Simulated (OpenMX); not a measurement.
Crystal: TiC.

```
Ti C
1.0
     0.00000    2.16572    2.16572
     2.16572    0.00000    2.16572
     2.16572    2.16572    0.00000
Ti C
1 1
Direct
  0.00000 0.00000 0.00000
  0.50000 0.50000 0.50000
```

The cell is a database's computed one.

Base run:

- Program: OpenMX 3.8.5
- Functional: PBE
- Potentials or basis: OpenMX 2013 PBE set, Ti7.0-s2p2d1, C6.0-s2p2, grid cutoff 400 Ry
- k mesh: 11 × 11 × 11
- Occupations: fermi-dirac, width 0.05 eV
- Spin: no spin polarisation

Its results: pressure -1.7 GPa.

**Question.** The run is repeated on the same cell with these changes: potentials or basis from OpenMX 2013 PBE set, Ti7.0-s2p2d1, C6.0-s2p2, grid cutoff 400 Ry to OpenMX 2013 PBE set, Ti7.0-s3p2d2, C6.0-s2p2d1, grid cutoff 400 Ry. What comes out?

**Answer.** Pressure -0.1 GPa.

Caveats: the basis of atomic orbitals isn't converged, which shifts pressures, moduli and gaps; the transition metal has a single d function, too few for pressures, volumes and moments (some runs).
